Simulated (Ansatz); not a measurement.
# I (Fmmm) in Ansatz: convergence with wavefunction cutoff

Aim: find how far wavefunction cutoff must go before the results for I settle, at HSE06. This setting moves, with any that are tied to it; all else stays.

Program: Ansatz 0.2.0. These are calculated values, not measurements. Logs are shortened: lines on timing, memory, paths and dates and some standing lists are left out, and cuts for length are marked.

### 1 The structure

The structure is orthorhombic, space group Fmmm (No. 69). Conventional cell: a = 4.384 Å, b = 4.731 Å, c = 7.820 Å, α = 90.00°, β = 90.00°, γ = 90.00°. I (site symmetry mmm) has 4 I at 3.23 Å as nearest neighbours.

### 2 With wavefunction cutoff 200 eV

File input.yaml:

```yaml
crystal:
  lattice:
    - [0.0, 2.3656004428, 3.9098401324]
    - [2.1922454667, 0.0, 3.9098401324]
    - [2.1922454667, 2.3656004428, 0.0]
  atoms:
    - { symbol: I, position: [0.0, 0.0, 0.0] }
hamiltonian:
  xc: hse06
  pseudopotentials: { kind: paw }
kpoints:
  mp_grid: { grid: [5, 5, 5] }
scf:
  occupations: { method: gaussian, width: 0.1 }
output:
  forces: true
  stress: true
  eigenvalues: true
basis:
  ecutwfc: "200 eV"
```

Potentials or basis: Ansatz PAW.

Launch:

```console
$ ansatz run input.yaml --threads 2 --pin off --max-ram 5632MiB --backend cpu --events-out ev --progress --plain --runs-dir out
```

Log:

```text
Warning: basis.ecutwfc = 200 eV is below the records' recommended 420 eV, and the density's cutoff is lower with it unless basis.ecutrho_ratio is high enough to keep the records' density cutoff: compare with a run at a higher cutoff
Warning: output.stress: scf.convergence.dr2_threshold = 1e-7 eV (the SCF's general default) is looser than the 1e-10 eV advised for a printed stress (1e-10 eV for each atom of the cell: 1). What an SCF threshold leaves in a stress goes as its square root, and in the free energy as the threshold itself, and one threshold admits the most on a small cell: of the crystals measured, under no hybrid functional and no lock of the moments, on runs that ended without the residual-converged pass, on stresses that held no estimate of that error, the worst erred by over 100 MPa in a component at 1e-7 eV an atom and by under 5 at 1e-10. Set scf.convergence.dr2_threshold to 1e-10 eV or tighter. The threshold is an SCF's pass mark: one that does not reach it within its budget of iterations ends unconverged, or closes short of it on a stop that the run arms, and scf.convergence.dr2_threshold's page says what that costs each kind of run
Warning: output.stress: scf.exx.energy_threshold = 1e-6 eV is looser than the 1e-8 eV advised for a stress under a hybrid functional (1e-8 eV for each atom of the cell: 1). Every SCF of the exchange loop can meet its threshold on dr2 while the loop round them stops early: no threshold on dr2 bounds what that leaves in the stress. Set scf.exx.energy_threshold to 1e-8 eV or tighter. The threshold is the loop's pass mark: a loop that does not reach it within its budget of cycles ends unconverged, and scf.exx.energy_threshold's page has the law
Warning: RAYON_NUM_THREADS=2 ignored (pool sized by the plan → 2); use --threads N
Engine: ansatz 0.2.0, x86_64-unknown-linux-gnu
Pseudopotentials: kind: paw
Pseudopotential: I, paw, valence charge 17, recommended cutoff 420 eV (normal), I.paw.azcp
Functional definition: HSE06
  parameter a = 0.25
  parameter omega = 0.11/bohr
  exchange = pbe_x - a*pbe_x_sr(omega) + a*exact_x_sr(omega)
  correlation = pbe_c
Crystal: 1 atoms, lattice volume = 40.553 Å³
Basis set: ecut = 200 eV, 273 PW (Γ), exchange–correlation on 48×48×30 points (8 copies of the dense FFT grid, shifted against one another)
Bands: 13, of which v1, the nominal top of the filled ones, is band 9 counted from 1 (8 counted from 0)
Symmetry: 8 space group operations
Space group: Fmmm (ITA 69), of the structure as read, at distance tolerance 3.4e-5 Å
k-points: 27 of 125
Non-local potential: I, projectors of the file, l = 0: 2, l = 1: 2, l = 2: 2, l = 3: 2
PAW form: soft (Blöchl's): semilocal exchange-correlation on the pseudo side does not see the compensation charge
PAW frozen core: I, regenerated for the run's functional, and the local potential with it (the file was generated under x = pbe(κ = 0.804, μ = 0.2195149727645171), c = pbe(β = 0.06672455060314922))
PAW one-centre angular grid: I, 590 points (default); XC on 96 Gauss nodes
Initial density: superposition of atomic densities (neutral atoms: chi_scale 0, normalization atom), corrected by the library's trained network
Initial wavefunctions: pseudopotential atomic-orbital guess
Functional: x = pbe(κ = 0.804, μ = 0.2195149727645171), c = pbe(β = 0.06672455060314922), warm-up for x = pbe(κ = 0.804, μ = 0.2195149727645171) + 0.25 (exact − pbe) at short range (hse, ω = 0.20786987370883472 Å⁻¹), c = pbe(β = 0.06672455060314922); HSE06 as pw.x's `hse` composes it (authors' and Libxc's form: `xc: wpbeh`)
SCF iter   1: F=—  HF=-7504.197251 eV  |F-HF|=—  |Δ(HF+E_count)|=         —  Δρ=3.96e-2  dr2=3.03e-1  ethr=1.77e-3  ⟨swp⟩=10.3  Hψ=1786  notcnv=0
preconditioner: auto → Kerker (q_TF=auto, 2.360 Å⁻¹)  [metal: Δε(μ)=0.036 eV  Ē_g=13.266 eV  σ=0.100 eV  W_gap=0.20  n_scr=10 (ndim 8)  ℏωp=15.4 eV  f_vac=0.082  D(μ)=2.13/eV (n_scr^D=14)]
SCF iter   2: F=—  HF=-7503.825617 eV  |F-HF|=—  |Δ(HF+E_count)|=   3.72e-1  Δρ=1.65e-2  dr2=4.20e-2  ethr=1.77e-3  ⟨swp⟩=3.0  Hψ=937  notcnv=0
iter 3 solved again at ethr=1.24e-5 eV; its pass at ethr=2.47e-4 eV (dr2=2.11e-3 eV) is discarded
SCF iter   3: F=—  HF=-7503.784223 eV  |F-HF|=—  |Δ(HF+E_count)|=   4.14e-2  Δρ=2.35e-3  dr2=2.11e-3  ethr=1.24e-5  ⟨swp⟩=2.0  Hψ=1521  notcnv=0  defer=1
SCF iter   4: F=—  HF=-7503.784271 eV  |F-HF|=—  |Δ(HF+E_count)|=   4.72e-5  Δρ=3.66e-4  dr2=1.09e-4  ethr=1.24e-5  ⟨swp⟩=3.0  Hψ=619  notcnv=0  defer=1
SCF iter   5: F=—  HF=-7503.784246 eV  |F-HF|=—  |Δ(HF+E_count)|=   2.50e-5  Δρ=1.09e-4  dr2=1.12e-5  ethr=6.41e-7  ⟨swp⟩=3.0  Hψ=681  notcnv=0  defer=1
SCF iter   6: F=—  HF=-7503.784250 eV  |F-HF|=—  |Δ(HF+E_count)|=   4.28e-6  Δρ=4.63e-5  dr2=2.11e-6  ethr=6.57e-8  ⟨swp⟩=3.0  Hψ=610  notcnv=0
SCF iter   7: F=—  HF=-7503.784252 eV  |F-HF|=—  |Δ(HF+E_count)|=   1.83e-6  Δρ=1.26e-5  dr2=8.05e-8  ethr=1.24e-8  ⟨swp⟩=3.0  Hψ=678  notcnv=0
SCF iter   8: F=—  HF=-7503.784252 eV  |F-HF|=—  |Δ(HF+E_count)|=   1.48e-7  Δρ=1.91e-6  dr2=1.48e-9  ethr=4.73e-10  ⟨swp⟩=3.0  Hψ=677  notcnv=0
SCF iter   9: F=-7503.784252 eV  HF=-7503.784252 eV  |F-HF|=2.28e-10  |Δ(HF+E_count)|=   2.45e-9  Δρ=6.33e-7  dr2=2.49e-10  ethr=8.70e-12  ⟨swp⟩=3.0  Hψ=687  notcnv=0
SCF 1 converged in 9 iterations: F = -7503.784252 eV  dr2 = 2.49e-10
Initial density: handed on by an earlier stage of this run
Initial wavefunctions: those handed on with the density
Functional: x = pbe(κ = 0.804, μ = 0.2195149727645171) + 0.25 (exact − pbe) at short range (hse, ω = 0.20786987370883472 Å⁻¹), c = pbe(β = 0.06672455060314922); HSE06 as pw.x's `hse` composes it (authors' and Libxc's form: `xc: wpbeh`)
Exchange kernel: α = 0.2500, screened, ω = 0.2079 Å⁻¹, Wigner–Seitz truncation, v(0) = 1038.9458 eV·Å³, q-mesh 5×5×5, nearest image of the exchange supercell L = 16.13 Å, pair-density grid 15×15×15, without the augmentation charges, whose exchange is taken in its separable form by FFT convolution over the k-point mesh (sized by the pseudopotential files, 15×20×15 at the most), smooth part of the exact exchange by density-matrix convolution
Frozen-core exchange: fock
iter 1 solved again at ethr=2.72e-5 eV; its pass at ethr=1.00e-1 eV (dr2=4.62e-3 eV) is discarded
SCF iter   1: F=—  HF=-7508.087310 eV  |F-HF|=—  |Δ(HF+E_count)|=         —  Δρ=3.29e-3  dr2=5.30e-3  ethr=2.72e-5  ⟨swp⟩=4.7  Hψ=1628  notcnv=0
preconditioner: auto → Kerker (q_TF=auto, 2.360 Å⁻¹)  [metal: Δε(μ)=0.021 eV  Ē_g=14.729 eV  σ=0.100 eV  W_gap=0.12  n_scr=10 (ndim 8)  ℏωp=15.4 eV  f_vac=0.080  D(μ)=1.62/eV (n_scr^D=12)]
SCF iter   2: F=—  HF=-7508.086250 eV  |F-HF|=—  |Δ(HF+E_count)|=   1.06e-3  Δρ=2.02e-3  dr2=2.51e-3  ethr=2.72e-5  ⟨swp⟩=2.0  Hψ=582  notcnv=0
SCF iter   3: F=—  HF=-7508.085281 eV  |F-HF|=—  |Δ(HF+E_count)|=   9.68e-4  Δρ=2.48e-4  dr2=5.11e-4  ethr=1.19e-5  ⟨swp⟩=3.0  Hψ=673  notcnv=0
SCF iter   4: F=—  HF=-7508.088779 eV  |F-HF|=—  |Δ(HF+E_count)|=   3.50e-3  Δρ=3.38e-4  dr2=6.24e-5  ethr=3.44e-7  ⟨swp⟩=4.0  Hψ=860  notcnv=0
SCF iter   5: F=—  HF=-7508.088755 eV  |F-HF|=—  |Δ(HF+E_count)|=   2.44e-5  Δρ=5.81e-5  dr2=4.02e-6  ethr=3.09e-7  ⟨swp⟩=3.0  Hψ=677  notcnv=0
SCF iter   6: F=-7508.088777 eV  HF=-7508.088777 eV  |F-HF|=6.53e-8  |Δ(HF+E_count)|=   2.23e-5  Δρ=3.36e-5  dr2=4.05e-7  ethr=9.61e-9  ⟨swp⟩=4.1  Hψ=928  notcnv=0  defer=2
SCF 2 stopped early in 6 iterations: F = -7508.088777 eV  dr2 = 4.05e-7
hybrid outer 1: dexx = +3.739e-3 eV, tail = 1.51e-5 eV
Exchange kernel: α = 0.2500, screened, ω = 0.2079 Å⁻¹, Wigner–Seitz truncation, v(0) = 1038.9458 eV·Å³, q-mesh 5×5×5, nearest image of the exchange supercell L = 16.13 Å, pair-density grid 15×15×15, without the augmentation charges, whose exchange is taken in its separable form by FFT convolution over the k-point mesh (sized by the pseudopotential files, 15×20×15 at the most), smooth part of the exact exchange by density-matrix convolution
Frozen-core exchange: fock
SCF iter   1: F=—  HF=-7508.088827 eV  |F-HF|=—  |Δ(HF+E_count)|=         —  Δρ=5.15e-5  dr2=9.14e-7  ethr=4.45e-7  ⟨swp⟩=4.3  Hψ=884  notcnv=0
preconditioner: auto → Kerker (q_TF=auto, 2.360 Å⁻¹)  [metal: Δε(μ)=0.022 eV  Ē_g=14.760 eV  σ=0.100 eV  W_gap=0.12  n_scr=10 (ndim 8)  ℏωp=15.4 eV  f_vac=0.090  D(μ)=1.61/eV (n_scr^D=12)]
SCF iter   2: F=—  HF=-7508.088827 eV  |F-HF|=—  |Δ(HF+E_count)|=   2.98e-7  Δρ=2.39e-5  dr2=3.08e-7  ethr=4.86e-9  ⟨swp⟩=2.9  Hψ=646  notcnv=0
SCF iter   3: F=—  HF=-7508.088826 eV  |F-HF|=—  |Δ(HF+E_count)|=   7.14e-8  Δρ=3.15e-6  dr2=1.74e-8  ethr=1.29e-9  ⟨swp⟩=3.0  Hψ=672  notcnv=0
SCF iter   4: F=-7508.088827 eV  HF=-7508.088827 eV  |F-HF|=4.56e-9  |Δ(HF+E_count)|=   1.35e-7  Δρ=3.26e-6  dr2=6.97e-9  ethr=2.35e-11  ⟨swp⟩=4.1  Hψ=1051  notcnv=0  defer=3
SCF 3 converged in 4 iterations: F = -7508.088827 eV  dr2 = 6.97e-9
  Residual-converged pass: ⟨swp⟩=2.0  Hψ=489  notcnv=0  max |occ|·‖R‖ = 2.4e-6 eV (tolerance 2.4e-6 eV)  dr2=6.96e-9  dr2_onsite=3.74e-10  max |Δocc| = 1.8e-13
hybrid outer 2: dexx = +2.098e-7 eV, tail = 2.24e-8 eV, Δε = 2.01e-3 eV (about 9.81e-5 eV left of the loop's levels)
hybrid SCF converged: 2 outer / 10 inner (+9 warm-up), last move |dexx| = 2.10e-7 eV, tail = 2.24e-8 eV
Stability not checked: this state was not tested for a lower state beside it, because the functional holds exact exchange (a hybrid, or Hartree-Fock), whose exchange loop this test does not read (fock_operator; see scf.lower_state_search)
Free energy (F): -7508.088827 eV
Frozen-core exchange: fock
Harris-Foulkes:  -7508.088827 eV  (|F-HF|=4.56e-9)
Internal energy: -7508.080788 eV  (E = F + TS)
E sigma→0 (E₀):  -7508.084807 eV
Entropy (-TS):   -0.008039 eV (-8.039 meV/atom)
Fermi energy:    4.770481 eV
--- Per-component energies (eV) ---
  E_band       = -438.508666
  E_kinetic    = 212.920824
  E_local      = -1977.324405  (includes V_loc(G=0)·N_el)
  E_nonlocal   = -103.218915
  E_hartree    = 1008.903414
  E_xc         = -106.476545
  E_vxc        = -106.882248  (∫ρ·V_xc dr)
  E_exx        = -48.954829  (= α·E_x^exact, valence–valence)
  E_paw        = -4792.104603  (= ΣΔE_a)
  E_vpaw       = -383.885982  (= ΣTr[D̂ρ^β])
  E_aug_tail   = -0.010984  (compensation charges beyond the density's cutoff)
  E_ewald      = -1701.457224
  E_core_change = -0.357521  (= ΣΔE_core)
  E_smearing   = -0.008039  (= −TS)
  E_closure    = -0.000000  (closes the sum)
  Σ components = -7508.088827   (vs F -7508.088827, Δ=9.09e-13)
--- Forces (eV/Å), atoms counted from 1 ---
  atom   1  I      0.00000000     0.00000000    -0.00000000
  max |Σ_I F_I| component: 3.94e-31 eV/Å
--- Stress (GPa, compression-positive) ---
        0.623853      -0.000000       0.000000
       -0.000000      -0.275662      -0.000000
        0.000000      -0.000000       1.274013
  P = ⅓ Tr σ = 0.5407 GPa (5.407 kbar)
--- Band table (eV; the first three rows and the last of 27) ---
  k-point 0: bands = ["-43.9368", "-43.8651", "-43.8182", "-43.6791", "-43.2099", "-9.9760", "3.0607", "6.5109", "6.8130", "10.7219", "14.0320", "14.5647", "18.8901"]
  k-point 1: bands = ["-43.7730", "-43.7271", "-43.5186", "-43.3644", "-43.3436", "-9.5194", "3.0546", "3.6589", "6.9567", "11.7441", "14.6296", "14.9298", "18.1500"]
  k-point 2: bands = ["-43.7557", "-43.6718", "-43.4749", "-43.3289", "-43.2432", "-8.5797", "0.2274", "3.2925", "7.4813", "11.3443", "15.5185", "15.8374", "18.6150"]
  k-point 26: bands = ["-43.8549", "-43.7426", "-43.5902", "-43.5200", "-43.4195", "-9.3044", "1.3210", "3.3729", "6.7750", "14.0121", "15.6557", "17.1501", "20.6352"]
```

Run time: 17 s. Hardware: 2 threads of Intel Xeon at 2.50GHz (Skylake/Cascade Lake), shared host; peak memory 0.48 GiB.

What came out:

| Quantity | Value |
| --- | --- |
| Free energy | -7508.0888 eV |
| Pressure | 0.5 GPa |
| Band gap on the k mesh | none (metal or under the smearing width) |

### 3 With wavefunction cutoff 250 eV

input.yaml, as its differences from that of step 2:

```diff
@@ -19,2 +19,2 @@
 basis:
-  ecutwfc: "200 eV"
+  ecutwfc: "250 eV"
```

Potentials or basis: Ansatz PAW.

Launch:

```console
$ ansatz run input.yaml --threads 2 --pin off --max-ram 5632MiB --backend cpu --events-out ev --progress --plain --runs-dir out
```

Run time: 20 s. Hardware: 2 threads of Intel Xeon at 2.50GHz (Skylake/Cascade Lake), shared host; peak memory 0.55 GiB.

Results:

```
Free energy            : -7516.3091 eV
Pressure               : -0.9 GPa
Band gap on the k mesh : none (metal or under the smearing width)
```

### 4 With wavefunction cutoff 300 eV

input.yaml, as its differences from that of step 3:

```diff
@@ -19,2 +19,2 @@
 basis:
-  ecutwfc: "250 eV"
+  ecutwfc: "300 eV"
```

Launch:

```console
$ ansatz run input.yaml --threads 2 --pin off --max-ram 5632MiB --backend cpu --events-out ev --progress --plain --runs-dir out
```

Wall time 24 s (2 threads of Intel Xeon at 2.50GHz (Skylake/Cascade Lake), shared host); peak memory 0.61 GiB.

What came out:

```
Free energy            : -7517.2114 eV
Pressure               : -0.9 GPa
Band gap on the k mesh : none (metal or under the smearing width)
```

### 5 With wavefunction cutoff 350 eV

input.yaml, as its differences from that of step 4:

```diff
@@ -19,2 +19,2 @@
 basis:
-  ecutwfc: "300 eV"
+  ecutwfc: "350 eV"
```

Launch:

```console
$ ansatz run input.yaml --threads 2 --pin off --max-ram 5632MiB --backend cpu --events-out ev --progress --plain --runs-dir out
```

It took 32 s on 2 threads of Intel Xeon at 2.50GHz (Skylake/Cascade Lake), shared host; peak memory 0.74 GiB.

Results:

- Free energy: -7517.2818 eV
- Pressure: -0.8 GPa
- Band gap on the k mesh: none (metal or under the smearing width)

### 6 With wavefunction cutoff 400 eV

input.yaml, as its differences from that of step 5:

```diff
@@ -19,2 +19,2 @@
 basis:
-  ecutwfc: "350 eV"
+  ecutwfc: "400 eV"
```

Potentials or basis: Ansatz PAW.

Launch:

```console
$ ansatz run input.yaml --threads 2 --pin off --max-ram 5632MiB --backend cpu --events-out ev --progress --plain --runs-dir out
```

Run time: 40 s. Hardware: 2 threads of Intel Xeon at 2.50GHz (Skylake/Cascade Lake), shared host; peak memory 0.86 GiB.

It converged, with:

```yaml
Free_energy: -7517.2839 eV
Pressure: -0.8 GPa
Band_gap_on_the_k_mesh: none (metal or under the smearing width)
```

### 7 With wavefunction cutoff 450 eV

input.yaml, as its differences from that of step 6:

```diff
@@ -19,2 +19,2 @@
 basis:
-  ecutwfc: "400 eV"
+  ecutwfc: "450 eV"
```

Launch:

```console
$ ansatz run input.yaml --threads 2 --pin off --max-ram 5632MiB --backend cpu --events-out ev --progress --plain --runs-dir out
```

Run time: 48 s. Hardware: 2 threads of Intel Xeon at 2.50GHz (Skylake/Cascade Lake), shared host; peak memory 0.99 GiB.

The run converged. Its results:

- Free energy: -7517.2850 eV
- Pressure: -0.8 GPa
- Band gap on the k mesh: none (metal or under the smearing width)

### 8 With wavefunction cutoff 500 eV

input.yaml, as its differences from that of step 7:

```diff
@@ -19,2 +19,2 @@
 basis:
-  ecutwfc: "450 eV"
+  ecutwfc: "500 eV"
```

Launch:

```console
$ ansatz run input.yaml --threads 2 --pin off --max-ram 5632MiB --backend cpu --events-out ev --progress --plain --runs-dir out
```

It took 78 s on 2 threads of Intel Xeon at 2.50GHz (Skylake/Cascade Lake), shared host; peak memory 1.2 GiB.

The run converged. Its results:

| Quantity | Value |
| --- | --- |
| Free energy | -7517.2856 eV |
| Pressure | -0.8 GPa |
| Band gap on the k mesh | none (metal or under the smearing width) |

### 9 With wavefunction cutoff 600 eV

input.yaml, as its differences from that of step 8:

```diff
@@ -19,2 +19,2 @@
 basis:
-  ecutwfc: "500 eV"
+  ecutwfc: "600 eV"
```

Potentials or basis: Ansatz PAW.

Launch:

```console
$ ansatz run input.yaml --threads 2 --pin off --max-ram 5632MiB --backend cpu --events-out ev --progress --plain --runs-dir out
```

Run time: 89 s. Hardware: 2 threads of Intel Xeon at 2.50GHz (Skylake/Cascade Lake), shared host; peak memory 1.5 GiB.

Results (log left out):

```
Free energy            : -7517.2858 eV
Pressure               : -0.8 GPa
Band gap on the k mesh : none (metal or under the smearing width)
```

### 10 With wavefunction cutoff 800 eV

input.yaml, as its differences from that of step 9:

```diff
@@ -19,2 +19,2 @@
 basis:
-  ecutwfc: "600 eV"
+  ecutwfc: "800 eV"
```

Launch:

```console
$ ansatz run input.yaml --threads 2 --pin off --max-ram 5632MiB --backend cpu --events-out ev --progress --plain --runs-dir out
```

Run time: 2.7 min. Hardware: 2 threads of Intel Xeon at 2.50GHz (Skylake/Cascade Lake), shared host; peak memory 2.5 GiB.

It converged, with:

```yaml
Free_energy: -7517.2859 eV
Pressure: -0.8 GPa
Band_gap_on_the_k_mesh: none (metal or under the smearing width)
```

### 11 The series at a glance

```
wavefunction cutoff  energy less the tightest run, at zero smearing (meV/atom)  pressure (GPa)  SCF cycles  CPU time (s)  peak memory (GiB)
             200 eV                                                    9197.06            0.54          19            27               0.48
             250 eV                                                     976.75           -0.86          17            34               0.55
             300 eV                                                      74.46           -0.88          18            42               0.61
             350 eV                                                       4.11           -0.85          17            58               0.74
             400 eV                                                       1.96           -0.85          17            73               0.86
             450 eV                                                       0.90           -0.85          17            90               0.99
             500 eV                                                       0.27           -0.85          17           120                1.2
             600 eV                                                       0.08           -0.85          18           170                1.5
             800 eV                                                       0.00           -0.85          17           320                2.5
```

Against the tightest run, the energy stays within 1 meV/atom from 450 eV on; the pressure stays within 0.1 GPa from 250 eV on. The tightest run that finished is the yardstick and may itself not be fully converged.

Caveats: all runs use coarse meshes; an odd number of electrons without spin polarisation forces a metal; a magnetic or distorted state may lie lower; the PAW data sets come from PBE, with cores solved anew for the run's functional, which leaves a small shift of forces and pressure; the thresholds are loose for stress.
